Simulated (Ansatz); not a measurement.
# BN: the band gap up the ladder of functionals

An exercise on one series of results from a longer session: the logs are not shown, and one member is left open.

Code: Ansatz 0.2.0. PAW datasets, plane waves. No spin polarisation. The prototype was imposed, so other structures may be more stable.

**The system as given**

The cell was relaxed beforehand with r2SCAN.

The symmetry is Fm-3m (No. 225, cubic); conventional cell a = 3.492 Å, 5.32 Å³ an atom. Around B lie 6 N at 1.75 Å; around N lie 6 B at 1.75 Å.

As a file:

```cif
data_structure
_symmetry_space_group_name_H-M 'Fm-3m'
_symmetry_Int_Tables_number 225
_cell_length_a 3.4917
_cell_length_b 3.4917
_cell_length_c 3.4917
_cell_angle_alpha 90.000
_cell_angle_beta 90.000
_cell_angle_gamma 90.000
_cell_volume 42.57
loop_
_atom_site_label
_atom_site_type_symbol
_atom_site_symmetry_multiplicity
_atom_site_Wyckoff_symbol
_atom_site_fract_x
_atom_site_fract_y
_atom_site_fract_z
_atom_site_occupancy
B1 B 4 a 0.00000 0.00000 0.00000 1
N1 N 4 b 0.50000 0.00000 0.00000 1
```

Set-up of the first run:

Contents of input.yaml:

```yaml
crystal:
  lattice:
    - [0.0, 1.7458259068, 1.7458259068]
    - [1.7458259068, 0.0, 1.7458259068]
    - [1.7458259068, 1.7458259068, 0.0]
  atoms:
    - { symbol: B, position: [0.0, 0.0, 0.0] }
    - { symbol: "N", position: [0.5, 0.5, 0.5] }
kpoints:
  mp_grid: { grid: [12, 12, 12] }
  band_path:
    path:
      - [[0.0, 0.0, 0.0], [0.5, 2.11598688589e-34, 0.5], [0.625, 0.25, 0.625]]
      - [[0.375, 0.375, 0.75], [0.0, 0.0, 0.0], [0.5, 0.5, 0.5], [0.5, 0.25, 0.75], [0.5, 2.11598688589e-34, 0.5]]
    npoints: 10
hamiltonian:
  xc: pbe
scf:
  occupations: { method: fermi_dirac, width: 0.02 }
  n_extra_bands: 4
output:
  forces: true
  stress: true
  eigenvalues: true
  write_density: true
  write_potential: true
  elf: true
  volumetric_format: npy
```

On the command line:

```console
$ ansatz run input.yaml --threads 2 --pin off --max-ram 2211MiB --backend cpu --events-out ev --progress --plain --runs-dir out
```

Steps of the session up to this table: PBE bands along the symmetry lines; r2SCAN at the same geometry; Single point with HSE06; PBE0; Single point with LDA; G0W0 on PBE; Quasiparticle levels, G0W0@PBE; DDH-PBE0 at the same geometry; Hartree-Fock; r2SCAN0 at the same geometry.

One table of the session follows, with a row left open; its other results are not shown here.

```
                    level  gap (eV)
                      PBE      1.20
                   r2SCAN      1.34
                    HSE06      2.18
                     PBE0      2.92
                      LDA      1.36
G0W0@PBE (31 empty bands)         ?
G0W0@PBE (78 empty bands)      1.83
                 DDH-PBE0      1.98
             Hartree-Fock      8.98
                  r2SCAN0      3.02
```

Q: Estimate the row for G0W0@PBE (31 empty bands) from the others.

The run gave: gap (eV): 1.69. In the column «gap (eV)» it lies between LDA (1.36) and G0W0@PBE (78 empty bands) (1.83).

Meshes: PBE 12×12×12, r2SCAN 12×12×12, HSE06 8×8×8, PBE0 8×8×8, LDA 12×12×12, DDH-PBE0 8×8×8, Hartree-Fock 8×8×8, r2SCAN0 8×8×8

PBE reaches 66 % of the G0W0@PBE value, and r2SCAN 73 %. PBE0 lies 0.74 eV above HSE06, which differs from it by screening the long-range exchange. Hartree-Fock lies above G0W0@PBE by 7.1 eV. The G0W0 figures hold for the stated bands, cutoff and mesh and aren't extrapolated.

To keep in mind: Warnings in the runs' records: stress exchange threshold loose, stress scf threshold loose.
